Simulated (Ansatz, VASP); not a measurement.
# CdBr2 in two plane-wave programs

Wanted: the spread between two codes on one cell, functional and k mesh. The structure shown is the end of the VASP relaxation below.

Method: plane waves, with VASP 6.6.1 beside it; single point at LDA and band structure at LDA, in Ansatz 0.2.0.

### Step 1. Starting point

The cell holds 9 atoms: 6 Br and 3 Cd. Cell: a = 3.950 Å, b = 3.950 Å, c = 30.558 Å, α = 90.0°, β = 90.0°, γ = 120.0°. It derives from CdBr2. As first built, before any earlier steps moved the atoms (in the runner's words): kind sheets cut from a layered crystal; sheets 3. Vacuum lies along c.

Coordinates:

```cif
data_structure
_symmetry_space_group_name_H-M 'P 1'
_symmetry_Int_Tables_number 1
_cell_length_a 3.9500
_cell_length_b 3.9500
_cell_length_c 30.5583
_cell_angle_alpha 90.000
_cell_angle_beta 90.000
_cell_angle_gamma 120.000
_cell_volume 412.91
loop_
_atom_site_label
_atom_site_type_symbol
_atom_site_fract_x
_atom_site_fract_y
_atom_site_fract_z
_atom_site_occupancy
Br1 Br 0.66667 0.33333 0.75387 1
Br2 Br 0.33333 0.66667 0.65327 1
Br3 Br 0.00000 0.00000 0.55038 1
Br4 Br 0.66667 0.33333 0.44962 1
Br5 Br 0.33333 0.66667 0.34673 1
Br6 Br 0.00000 0.00000 0.24613 1
Cd7 Cd 0.00000 0.00000 0.70368 1
Cd8 Cd 0.33333 0.66667 0.50000 1
Cd9 Cd 0.66667 0.33333 0.29632 1
```

### Step 2. VASP: relaxation, LDA

This run makes the geometry at which the two programs are then compared.

Lines of VASP's logs that name or quote its potential files are left out, and so is its time.

File INCAR:

```
SYSTEM = CdBr2
PREC = Normal
ENCUT = 300
EDIFF = 1E-05
NELM = 120
ISMEAR = 0
SIGMA = 0.05
LREAL = .FALSE.
ALGO = Fast
GGA = CA
NBANDS = 48
LORBIT = 11
LWAVE = .FALSE.
LCHARG = .FALSE.
KPAR = 4
IBRION = 2
NSW = 40
ISIF = 2
EDIFFG = -0.03
POTIM = 0.4
MAXMIX = 40
IDIPOL = 3
LDIPOL = .TRUE.
DIPOL = 0.5 0.5 0.5
```

File POSCAR:

```
CdBr2
1.0
    3.9500000000      0.0000000000      0.0000000000
   -1.9750000000      3.4208003450      0.0000000000
    0.0000000000      0.0000000000     30.5583333332
Br Cd
6 3
Direct
    0.6666666670      0.3333333330      0.7545677670
    0.3333333330      0.6666666670      0.6527406600
    0.0000000000      0.0000000000      0.5509135530
    0.6666666670      0.3333333330      0.4490864470
    0.3333333330      0.6666666670      0.3472593400
    0.0000000000      0.0000000000      0.2454322330
    0.0000000000      0.0000000000      0.7036542130
    0.3333333330      0.6666666670      0.5000000000
    0.6666666670      0.3333333330      0.2963457870
```

File KPOINTS:

```
Automatic mesh
0
Gamma
9 9 1
0 0 0
```

The projector-augmented-wave data sets are Br and Cd (LDA family, release 64).

Started as:

```bash
mpirun -np 4 vasp_std
```

Numbers of over 12 decimals in the logs are rounded to 6 here.

Output:

```text
[banner, memory and clock lines left out]
running    4 mpi-ranks, on    1 nodes
 distrk:  each k-point on    1 cores,    4 groups
 distr:  one band on    1 cores,    1 groups

 POSCAR found type information on POSCAR BrCd
 POSCAR found :  2 types and       9 ions
 LDA part: xc-table for (Slater(with rela. corr.)+CA(PZ))
 , standard interpolation
 POSCAR, INCAR and KPOINTS ok, starting setup
 FFT: planning ... GRIDC
 FFT: planning ... GRID_SOFT
 FFT: planning ... GRID
 WAVECAR not read
 entering main loop
       N       E                     dE             d eps       ncg     rms          rms(c)
DAV:   1     0.486415203402E+03    0.48642E+03   -0.25535E+04  1216   0.881E+02
DAV:   2     0.205644365756E+02   -0.46585E+03   -0.45293E+03  1456   0.256E+02
DAV:   3    -0.249645109083E+02   -0.45529E+02   -0.45184E+02  1336   0.779E+01
DAV:   4    -0.259899093330E+02   -0.10254E+01   -0.10242E+01  1392   0.125E+01
DAV:   5    -0.260086581718E+02   -0.18749E-01   -0.18747E-01  1368   0.160E+00    0.136E+01
RMM:   6    -0.248220786900E+02    0.11866E+01   -0.22068E+00  1152   0.529E+00    0.110E+01
RMM:   7    -0.247685866103E+02    0.53492E-01   -0.17961E+00  1152   0.373E+00    0.124E+00
RMM:   8    -0.246787630096E+02    0.89824E-01   -0.21645E-01  1152   0.149E+00    0.616E-01
RMM:   9    -0.246786701280E+02    0.92882E-04   -0.89793E-02  1152   0.812E-01    0.329E-01
RMM:  10    -0.246772750834E+02    0.13950E-02   -0.62542E-03  1152   0.366E-01    0.137E-01
RMM:  11    -0.246775370360E+02   -0.26195E-03   -0.22038E-03  1152   0.151E-01    0.731E-02
RMM:  12    -0.246775590728E+02   -0.22037E-04   -0.25933E-04  1066   0.587E-02    0.121E-02
RMM:  13    -0.246776700388E+02   -0.11097E-03   -0.13503E-04   919   0.301E-02    0.122E-02
RMM:  14    -0.246777413545E+02   -0.71316E-04   -0.32779E-05   813   0.165E-02    0.515E-03
RMM:  15    -0.246777750165E+02   -0.33662E-04   -0.10002E-05   543   0.793E-03    0.306E-03
RMM:  16    -0.246778054967E+02   -0.30480E-04   -0.13609E-05   590   0.753E-03    0.175E-03
RMM:  17    -0.246778060676E+02   -0.57086E-06   -0.11556E-06   365   0.370E-03
   1 F= -.24677806E+02 E0= -.24677806E+02  d E =-.246778E+02
 curvature:   0.00 expect dE= 0.000E+00 dE for cont linesearch  0.000E+00
 trial: gam= 0.00000 g(F)=  0.317E-02 g(S)=  0.000E+00 ort = 0.000E+00 (trialstep = 0.100E+01)
 search vector abs. value=  0.317E-02
 bond charge predicted
       N       E                     dE             d eps       ncg     rms          rms(c)
DAV:   1    -0.246799430645E+02   -0.21376E-02   -0.17009E-01  1296   0.128E+00    0.259E-01
RMM:   2    -0.246824276050E+02   -0.24845E-02   -0.10817E-02  1152   0.328E-01    0.262E-01
RMM:   3    -0.246806688116E+02    0.17588E-02   -0.31323E-03  1152   0.169E-01    0.895E-02
RMM:   4    -0.246805965905E+02    0.72221E-04   -0.90071E-04  1054   0.842E-02    0.457E-02
RMM:   5    -0.246806272728E+02   -0.30682E-04   -0.14537E-04   967   0.428E-02    0.302E-02
RMM:   6    -0.246806308019E+02   -0.35291E-05   -0.55955E-05   898   0.259E-02
   2 F= -.24680631E+02 E0= -.24680631E+02  d E =-.282473E-02
 ZBRENT: can't locate minimum, use default step
 trial-energy change:   -0.002825  1 .order   -0.002825   -0.003172   -0.002479
 step:   4.0000(harm=  4.5743)  dis= 0.02138  next Energy=   -24.685061 (dE=-0.726E-02)
 bond charge predicted
       N       E                     dE             d eps       ncg     rms          rms(c)
DAV:   1    -0.246785097219E+02    0.21176E-02   -0.15381E+00  1184   0.385E+00    0.802E-01
RMM:   2    -0.246839284959E+02   -0.54188E-02   -0.56682E-02  1152   0.812E-01    0.178E-01
RMM:   3    -0.246845319151E+02   -0.60342E-03   -0.62701E-03  1134   0.297E-01    0.242E-02
RMM:   4    -0.246846916349E+02   -0.15972E-03   -0.16097E-03  1105   0.135E-01    0.624E-02
RMM:   5    -0.246847169319E+02   -0.25297E-04   -0.27393E-04   982   0.606E-02    0.511E-02
RMM:   6    -0.246846998295E+02    0.17102E-04   -0.75692E-05   946   0.305E-02    0.292E-02
RMM:   7    -0.246847101058E+02   -0.10276E-04   -0.30049E-05   829   0.178E-02    0.632E-03
RMM:   8    -0.246847168207E+02   -0.67149E-05   -0.67312E-06   530   0.871E-03
   3 F= -.24684717E+02 E0= -.24684717E+02  d E =-.691075E-02
 curvature:  -2.23 expect dE=-0.177E-03 dE for cont linesearch -0.712E-04
 trial: gam=-0.07530 g(F)=  0.795E-04 g(S)=  0.000E+00 ort = 0.318E-03 (trialstep = 0.160E+01)
 search vector abs. value=  0.495E-04
 reached required accuracy - stopping structural energy minimisation
```

OUTCAR, selected parts (step 2):

```text
ion  position               nearest neighbor table
   1  0.667  0.333  0.755-   7 2.76   7 2.76   7 2.76
   2  0.333  0.667  0.653-   7 2.76   7 2.76   7 2.76
   3  0.000  0.000  0.551-   8 2.76   8 2.76   8 2.76
   4  0.667  0.333  0.449-   8 2.76   8 2.76   8 2.76
   5  0.333  0.667  0.347-   9 2.76   9 2.76   9 2.76
   6  0.000  0.000  0.245-   9 2.76   9 2.76   9 2.76
   7  0.000  0.000  0.704-   2 2.76   2 2.76   2 2.76   1 2.76   1 2.76   1 2.76
   8  0.333  0.667  0.500-   3 2.76   4 2.76   4 2.76   3 2.76   3 2.76   4 2.76
   9  0.667  0.333  0.296-   5 2.76   5 2.76   5 2.76   6 2.76   6 2.76   6 2.76

  LATTYP: Found a hexagonal cell.
 ALAT       =     3.9500000000
 C/A-ratio  =     7.7362869198

 Subroutine GETGRP returns: Found 12 space group operations
 (whereof  6 operations were pure point group operations)

The static configuration has the point symmetry C_3v.
 The point group associated with its full space group is D_3d.

 Found     12 irreducible k-points:

   k-points           NKPTS =     12   k-points in BZ     NKDIM =     12   number of bands    NBANDS=     48

   dimension x,y,z NGX =    18 NGY =   18 NGZ =  140
   dimension x,y,z NGXF=    36 NGYF=   36 NGZF=  280

   ENCUT  =  300.0 eV  22.05 Ry    4.70 a.u.   5.58  5.58 43.16*2*pi/ulx,y,z

   NELECT =      78.0000    total number of electrons

 k-points in reciprocal lattice and weights: Automatic mesh
   0.00000000  0.00000000  0.00000000       0.012
   0.11111111  0.00000000  0.00000000       0.074
   0.22222222  0.00000000  0.00000000       0.074
   0.33333333  0.00000000  0.00000000       0.074
   0.44444444  0.00000000  0.00000000       0.074
   0.11111111  0.11111111  0.00000000       0.074
   0.22222222  0.11111111  0.00000000       0.148
   0.33333333  0.11111111  0.00000000       0.148
   0.44444444  0.11111111  0.00000000       0.074
   0.22222222  0.22222222  0.00000000       0.074
   0.33333333  0.22222222  0.00000000       0.148
   0.33333333  0.33333333  0.00000000       0.025

 dipolmoment           0.000000      0.000000     -0.000000 electrons x Angstroem

 average (electrostatic) potential at core
       1 -72.9657       2 -72.9588       3 -72.9603       4 -72.9603       5 -72.9588
       6 -72.9657       7 -43.4641       8 -43.4572       9 -43.4641

 E-fermi :  -2.6104

 k-point     1 :       0.0000    0.0000    0.0000
  band No.  band energies     occupation
    ...
     35      -2.9578      2.00000
     36      -2.9093      2.00000
     37      -2.9093      2.00000
     38      -2.8644      2.00000
     39      -2.8644      2.00000
     40      -0.0176      0.00000
     41       0.4268      0.00000
     42       0.9446      0.00000
     43       2.2209      0.00000
     44       2.2414      0.00000
    ...

 k-point     2 :       0.1111    0.0000    0.0000
  band No.  band energies     occupation
    ...
     35      -3.1705      2.00000
     36      -3.0685      2.00000
     37      -2.9817      2.00000
     38      -2.9219      2.00000
     39      -2.8666      2.00000
     40       0.4786      0.00000
     41       0.8027      0.00000
     42       1.1874      0.00000
     43       2.7030      0.00000
     44       2.7192      0.00000
    ...

 k-point     3 :       0.2222    0.0000    0.0000
  band No.  band energies     occupation
    ...
     35      -3.3424      2.00000
     36      -3.0420      2.00000
     37      -3.0145      2.00000
     38      -2.9610      2.00000
     39      -2.8857      2.00000
     40       1.2120      0.00000
     41       1.3012      0.00000
     42       1.3746      0.00000
     43       2.9445      0.00000
     44       3.1660      0.00000
    ...

  Total       -1.1281701     -1.1281701     -0.6602810     -0.0000000      0.0000000     -0.0000000
  in kB       -4.3775457     -4.3775457     -2.5620342     -0.0000000      0.0000000     -0.0000000
  external PRESSURE =      -3.7723752 kB  Pullay stress =       0.0000000 kB

  energy-cutoff  :      300.00
  volume of cell :      412.91
      direct lattice vectors                 reciprocal lattice vectors
     3.950000000  0.000000000  0.000000000     0.253164557  0.146164625  0.000000000
    -1.975000000  3.420800345  0.000000000     0.000000000  0.292329250  0.000000000
     0.000000000  0.000000000 30.558333333     0.000000000  0.000000000  0.032724298

 POSITION                                       TOTAL-FORCE (eV/Angst)
 -----------------------------------------------------------------------------------
      1.97500      1.14027     23.03695        -0.000000     -0.000000     -0.019423
     -0.00000      2.28053     19.96280         0.000000     -0.000000      0.006808
      0.00000      0.00000     16.81883         0.000000     -0.000000     -0.008122
      1.97500      1.14027     13.73950        -0.000000     -0.000000      0.008122
     -0.00000      2.28053     10.59553        -0.000000      0.000000     -0.006808
      0.00000      0.00000      7.52138         0.000000      0.000000      0.019423
     -0.00000      0.00000     21.50335        -0.000000      0.000000     -0.023234
     -0.00000      2.28053     15.27917         0.000000     -0.000000     -0.000000
      1.97500      1.14027      9.05498         0.000000     -0.000000      0.023234
 -----------------------------------------------------------------------------------
    total drift:                               -0.000000      0.000000      0.000001

  FREE ENERGIE OF THE ION-ELECTRON SYSTEM (eV)
  ---------------------------------------------------
  free  energy   TOTEN  =       -24.6847168207 eV

  energy  without entropy=      -24.6847168207  energy(sigma->0) =      -24.68471682

 reached required accuracy - stopping structural energy minimisation

 vacuum level on the upper side and lower side of the slab         4.415         4.415

 total charge
# of ion       s       p       d       tot
------------------------------------------
    1        1.617   3.213   0.015   4.846
    2        1.618   3.208   0.016   4.842
    3        1.618   3.208   0.016   4.842
    4        1.618   3.208   0.016   4.842
    5        1.618   3.208   0.016   4.842
    6        1.617   3.213   0.015   4.846
    7        0.377   0.266   9.565  10.208
    8        0.378   0.265   9.564  10.207
    9        0.377   0.266   9.565  10.208
--------------------------------------------------
tot         10.839  20.056  28.788  59.683

[... 3 further parts left out ...]
```

(Continued in part 2 of 2.)

[Lines on the potential files, build, host, timing and source positions are cut from VASP's logs without a mark.]

[Logs are printed without paths, hosts, clocks, repeated set-up lines and the standing remarks that a program may print on its own settings, such as how far it seeks lower states.]

[Hosts, paths, dates, database ids (printed as entryN), source tags and the programs' standing remarks are cut or masked in the printed files.]
